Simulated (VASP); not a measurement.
Write the native input for VASP 6.6.1 that does the following.

```
Task                   : single point
Functional             : PBE
Potentials or basis    : VASP PAW PBE potentials, release 64 (Li_sv, F)
Cutoff                 : 520 eV
k mesh                 : 9 × 9 × 4
Occupations            : gaussian, width 0.01 eV
Spin                   : no spin polarisation
Dipole correction      : no
Further INCAR settings : ALGO = Fast; EDIFF = 1e-07; NBANDS = 18
```

The structure of LiF lies in POSCAR:

```
LiF
1.0
    3.0810126371      0.0000000000      0.0000000000
   -1.5405063186      2.6682352131      0.0000000000
    0.0000000000      0.0000000000      4.7853429675
Li F
2 2
Direct
    0.3333333333      0.6666666667     -0.0074305300
    0.6666666667      0.3333333333      0.4925694700
    0.3333333333      0.6666666667      0.3824305300
    0.6666666667      0.3333333333      0.8824305300
```

The cell was built by a generator and needn't be a form met in nature.

These files were run (other wordings do the same):

INCAR

```
ALGO     = Fast           # electronic algorithm
EDIFF    = 1E-7           # SCF threshold, eV
ENCUT    = 520            # plane-wave cutoff, eV
GGA      = PE             # functional
ISIF     = 2              # what is computed and relaxed
ISMEAR   = 0              # smearing method
LASPH    = T              # aspherical terms in the spheres
LCHARG   = F              # write CHGCAR
LREAL    = F              # projectors in reciprocal space
LWAVE    = F              # write WAVECAR
NBANDS   = 18             # bands
NELM     = 100            # most SCF steps
PREC     = Accurate       # precision mode
SIGMA    = 0.01           # smearing width, eV
```

KPOINTS

```
k-points
0
Gamma
  9 9 4
```

Potentials or basis: VASP PAW PBE potentials, release 64 (Li_sv, F).

Command:

```sh
$ cat potpaw_PBE.64/Li_sv/POTCAR potpaw_PBE.64/F/POTCAR > POTCAR
$ mpirun -np 1 vasp_std > vasp.out
```

Results of the run:

The band gap on the k mesh is 7.84 eV, direct.

Caveat: an odd mesh through Γ misses points on the zone boundary, where band edges often lie.

Wall time 18 s on 1 thread of Intel(R) Xeon(R) 6975P-C (Granite Rapids), on a shared host, peak memory 0.15 GiB.
